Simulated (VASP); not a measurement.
# PbSe: restarted molecular dynamics, 2 variants

PbSe, Cmcm (no. 63), 8 atoms in the cell. PBE, molecular dynamics; PAW potentials Pb, Se (PBE set).

| Restart from | Temperature at the end (K) | The same without a restart (K) | Potential energy at the end (eV/atom) | The same without a restart (eV/atom) | Electronic steps in the first step after the restart | Time (s) |
|---|---|---|---|---|---|---|
| CONTCAR with velocities, WAVECAR read | 918.0 | 918.0 | -3.89057 | -3.89057 | 4 | 149 |
| CONTCAR with velocities, no WAVECAR | 918.0 | 918.0 | -3.89057 | -3.89057 | 14 | 147 |

Limits: 180 fs of 8 atoms are too short for converged averages; the cell is only 4.3 Å across, so each atom moves in step with near copies of itself.

## Input of the first row

INCAR.step1:
```
GGA = PE
PREC = Normal
ENCUT = 210
EDIFF = 1E-6
NELMIN = 4
NELM = 60
ALGO = Normal
LREAL = Auto
LASPH = T
ISMEAR = 0
SIGMA = 0.05
ISYM = 0
LWAVE = T
LCHARG = F
IBRION = 0
NSW = 30
POTIM = 3.0
TEBEG = 1600
ISIF = 2
RANDOM_SEED = 423464 0 0
MDALGO = 2
SMASS = -3
KPAR = 2
```

INCAR.step2, as INCAR.step1 but for:
```
- LWAVE = T
+ LWAVE = F
```

KPOINTS:
```
k-points
0
Gamma
  3 1 2
```

POSCAR.step1:
```
PbSe
1.0
    4.3097531800      0.0000000000      0.0000000000
    0.0000000000     12.2678947000      0.0000000000
    0.0000000000      0.0000000000      4.4504935700
Pb Se
4 4
Direct
    0.0000000000      0.6317607300      0.2500000000
    0.5000000000      0.8682392700      0.7500000000
    0.5000000000      0.1317607300      0.2500000000
    0.0000000000      0.3682392700      0.7500000000
    0.0000000000      0.8612899600      0.2500000000
    0.5000000000      0.6387100400      0.7500000000
    0.5000000000      0.3612899600      0.2500000000
    0.0000000000      0.1387100400      0.7500000000
```

Commands (each step's output is kept before the next begins):
```
cat potpaw_PBE.64/Pb/POTCAR potpaw_PBE.64/Se/POTCAR > POTCAR
cp INCAR.step1 INCAR
cp POSCAR.step1 POSCAR
mpirun -np 2 vasp_std > vasp.out
cp CONTCAR POSCAR
cp INCAR.step2 INCAR
mpirun -np 2 vasp_std > vasp.out
```

Changes of the last row against the first:
```
(step 1)
- LWAVE = True
+ LWAVE = False
```

VASP 6.6.1 took 149 s on 2 cores (AMD EPYC 7R13 (Zen 3)), a shared host.
